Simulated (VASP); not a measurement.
Runs of VASP 6.6.1 on Mo. It takes space group P6/mmm (No. 191, hexagonal). The conventional cell has a = 4.708 Å, b = 4.708 Å, c = 2.886 Å, α = 90.00°, β = 90.00°, γ = 120.00°. Around Mo (site symmetry 6/mmm) lie 14 Mo at 2.89 to 3.08 Å. Mo (site symmetry -6m2) is surrounded by 11 Mo at 2.72 to 3.08 Å. The cell was built by a generator and needn't be a form met in nature.

| task | cell | k mesh | cutoff (eV) | gap on the mesh (eV) | pressure (GPa) |
| --- | --- | --- | --- | --- | --- |
| relaxation of cell and atoms | relaxed | 6 × 6 × 6 | 600 | none | 0.0 |
| single point | P6/mmm, 16.04 Å³/atom | 6 × 6 × 6 | 520 | none | (a) |
| single point | P6/mmm, 18.46 Å³/atom | 6 × 6 × 6 | 520 | none | -23.8 |
| single point | P3_121, 16.21 Å³/atom | 6 × 6 × 4 | 520 | none | 72.7 |

Alike in all rows: level PBE; potentials or basis VASP PAW PBE potentials, release 64 (Mo_sv); no spin polarisation; smearing gaussian 0.1 eV; the mesh is coarse, so values aren't converged.

Q: Fill in the values left out.

A: (a) 0.5.

Caveats: all runs use coarse meshes; so large a pressure means that the cell lies far from this level's equilibrium, or that cutoff or potentials fall short (some runs); a pressure of tens of GPa on the cell as given is suspect, and the run, the potentials or the cell itself is likely at fault (some runs); forces of over 1 eV/Å show positions far from the minimum, so gaps and moduli don't describe the material at rest (some runs).

A k mesh can miss the band edges, and the runs leave out spin-orbit coupling on Mo.

A gap of «none» marks a metal or a gap under the smearing width.
